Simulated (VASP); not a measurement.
**VASP 6.6.1 run: BaHfO3**

INCAR

```
PREC = Accurate
LWAVE = .FALSE.
ISIF = 2
GGA = PE
IBRION = -1
ISYM = 1
LREAL = .FALSE.
ENCUT = 520
EDIFF = 1E-7
SIGMA = 0.02
NELM = 53
LASPH = .TRUE.
ISMEAR = -1
AMIX = 0.2
BMIX = 0.0001
LCHARG = .FALSE.
NBANDS = 27
NSW = 0
```

KPOINTS

```
KPOINTS created by Atomic Simulation Environment
0
Gamma
6 6 6
0 0 0
```

POSCAR

```
Ba Hf O
 1.0000000000000000
     4.2188293585999999    0.0000000000000000    0.0000000000000000
     0.0000000000000000    4.2188293585999999    0.0000000000000000
     0.0000000000000000    0.0000000000000000    4.2188293585999999
 Ba  Hf  O
   1   1   3
Cartesian
  0.0000000000000000  0.0000000000000000  0.0000000000000000
  2.1094146792999999  2.1094146792999999  2.1094146792999999
  2.1094146792999999  2.1094146792999999  0.0000000000000000
  2.1094146792999999  0.0000000000000000  2.1094146792999999
  0.0000000000000000  2.1094146792999999  2.1094146792999999
```

The recommended PBE PAW datasets give the neutral cell 38 valence electrons.

Command

```
mpirun -np 1 vasp_std
```

OSZICAR

```
N       E                     dE             d eps       ncg     rms          rms(c)
DAV:   1     0.222631653956E+03    0.22263E+03   -0.20753E+04  1080   0.136E+03
DAV:   2    -0.376757031671E+02   -0.26031E+03   -0.25121E+03  1353   0.315E+02
DAV:   3    -0.504024579595E+02   -0.12727E+02   -0.12675E+02  1340   0.663E+01
DAV:   4    -0.506362357138E+02   -0.23378E+00   -0.23347E+00  1518   0.848E+00
DAV:   5    -0.506424992761E+02   -0.62636E-02   -0.62630E-02  1468   0.821E-01    0.549E+01
DAV:   6    -0.445995934942E+02    0.60429E+01   -0.10724E+01  1229   0.184E+01    0.515E+01
DAV:   7    -0.436248715276E+02    0.97472E+00   -0.61886E+00  1337   0.127E+01    0.447E+01
DAV:   8    -0.444812096641E+02   -0.85634E+00   -0.65953E+00  1168   0.139E+01    0.173E+01
DAV:   9    -0.435690647331E+02    0.91214E+00   -0.51435E+00  1208   0.114E+01    0.318E+00
DAV:  10    -0.435703270083E+02   -0.12623E-02   -0.12798E-01  1306   0.188E+00    0.392E+00
DAV:  11    -0.435546294364E+02    0.15698E-01   -0.35434E-02  1294   0.988E-01    0.127E+00
DAV:  12    -0.435535596746E+02    0.10698E-02   -0.43351E-03  1363   0.368E-01    0.560E-01
DAV:  13    -0.435533796557E+02    0.18002E-03   -0.46348E-04  1500   0.114E-01    0.458E-01
DAV:  14    -0.435533724730E+02    0.71827E-05   -0.10739E-04  1496   0.626E-02    0.160E-01
DAV:  15    -0.435533715067E+02    0.96625E-06   -0.29482E-05  1388   0.312E-02    0.529E-02
DAV:  16    -0.435533723336E+02   -0.82685E-06   -0.15167E-06  1392   0.807E-03    0.384E-02
DAV:  17    -0.435533721005E+02    0.23306E-06   -0.30127E-07  1156   0.311E-03    0.344E-02
DAV:  18    -0.435533720282E+02    0.72325E-07   -0.61610E-07  1429   0.428E-03
   1 F= -.43553372E+02 E0= -.43553372E+02  d E =-.179024E-11
```

From OUTCAR

```
k-points           NKPTS =     20   k-points in BZ     NKDIM =     20   number of bands    NBANDS=     27

   NELECT =      38.0000    total number of electrons

   dimension x,y,z NGX =    32 NGY =   32 NGZ =   32
   dimension x,y,z NGXF=    64 NGYF=   64 NGZF=   64

  energy-cutoff  :      520.00
  volume of cell :       75.09
      direct lattice vectors                 reciprocal lattice vectors
     4.218829359  0.000000000  0.000000000     0.237032578  0.000000000  0.000000000
     0.000000000  4.218829359  0.000000000     0.000000000  0.237032578  0.000000000
     0.000000000  0.000000000  4.218829359     0.000000000  0.000000000  0.237032578

 k-points in reciprocal lattice and weights: KPOINTS created by Atomic Simulation Env
   0.00000000  0.00000000  0.00000000       0.005
   0.16666667  0.00000000  0.00000000       0.028
   0.33333333  0.00000000  0.00000000       0.028
   0.50000000  0.00000000  0.00000000       0.014
   0.16666667  0.16666667  0.00000000       0.056
   0.33333333  0.16666667  0.00000000       0.111
   0.50000000  0.16666667  0.00000000       0.056
   0.33333333  0.33333333  0.00000000       0.056
   ...

 E-fermi :   2.7378

 k-point     1 :       0.0000    0.0000    0.0000
  band No.  band energies     occupation
      1     -26.6935      2.00000
      2     -26.6935      2.00000
      3     -26.6935      2.00000
      4     -23.0828      2.00000
      5     -14.3299      2.00000
      6     -13.7946      2.00000
      7     -13.7946      2.00000
      8      -8.2206      2.00000
      9      -8.2206      2.00000
     10      -8.2206      2.00000
     11       0.5570      2.00000
     12       0.5570      2.00000
     13       0.5570      2.00000
     14       1.3357      2.00000
     15       1.3357      2.00000
     16       1.3357      2.00000
     17       2.0198      2.00000
     18       2.0198      2.00000
     19       2.0198      2.00000
     20       5.7852      0.00000
     21       5.7852      0.00000
     22       5.7852      0.00000
     23       6.9233      0.00000
     24       6.9233      0.00000
     25       7.8043      0.00000
     26      10.4179      0.00000
     27      10.4179      0.00000

 k-point     2 :       0.1667    0.0000    0.0000
  band No.  band energies     occupation
      1     -26.7220      2.00000
      2     -26.6927      2.00000
      3     -26.6927      2.00000
      4     -23.0677      2.00000
      5     -14.3100      2.00000
      6     -13.7891      2.00000
      7     -13.6866      2.00000
      8      -8.2028      2.00000
      9      -8.2028      2.00000
     10      -8.1738      2.00000
     11       0.0896      2.00000
     12       0.4937      2.00000
     13       0.4937      2.00000
     14       1.0974      2.00000
     15       1.0974      2.00000
     16       1.1448      2.00000
     17       1.4094      2.00000
     18       1.9147      2.00000
     19       1.9147      2.00000
     20       5.8962      0.00000
     21       6.3934      0.00000
     22       6.3934      0.00000
     23       7.3417      0.00000
     24       7.3596      0.00000
     25       8.3944      0.00000
     26      10.4171      0.00000
     27      10.5259      0.00000

 ...

  Total       -0.9170547     -0.9170547     -0.9170547     -0.0000000     -0.0000000      0.0000000
  in kB      -19.5672572    -19.5672572    -19.5672572     -0.0000000     -0.0000000      0.0000000
  external PRESSURE =     -19.5672572 kB  Pullay stress =       0.0000000 kB

 POSITION                                       TOTAL-FORCE (eV/Angst)
 -----------------------------------------------------------------------------------
      0.00000      0.00000      0.00000         0.000000      0.000000      0.000000
      2.10941      2.10941      2.10941         0.000000      0.000000      0.000000
      2.10941      2.10941      0.00000         0.000000      0.000000      0.000000
      2.10941      0.00000      2.10941         0.000000      0.000000      0.000000
      0.00000      2.10941      2.10941         0.000000      0.000000      0.000000
 -----------------------------------------------------------------------------------
    total drift:                                0.000000     -0.000000     -0.000000

  FREE ENERGIE OF THE ION-ELECTRON SYSTEM (eV)
  ---------------------------------------------------
  free  energy   TOTEN  =       -43.5533720282 eV

  energy  without entropy=      -43.5533720282  energy(sigma->0) =      -43.55337203
```

It converged. Results: gap between bands v and c on the k mesh 3.52 eV; least direct gap on the k mesh 3.77 eV; pressure -2.0 GPa. Band v is the last that the valence electrons fill when counted band by band, and c is the next.

For comparison, a separate PBE run of the intended cell, on usual settings and not on those above, gives a gap of 3.52 eV on its mesh and a pressure of -1.9 GPa.

The run above took about 28 s on one core of a shared host (Intel Xeon Platinum 8488C) and held 0.2 GiB at most.
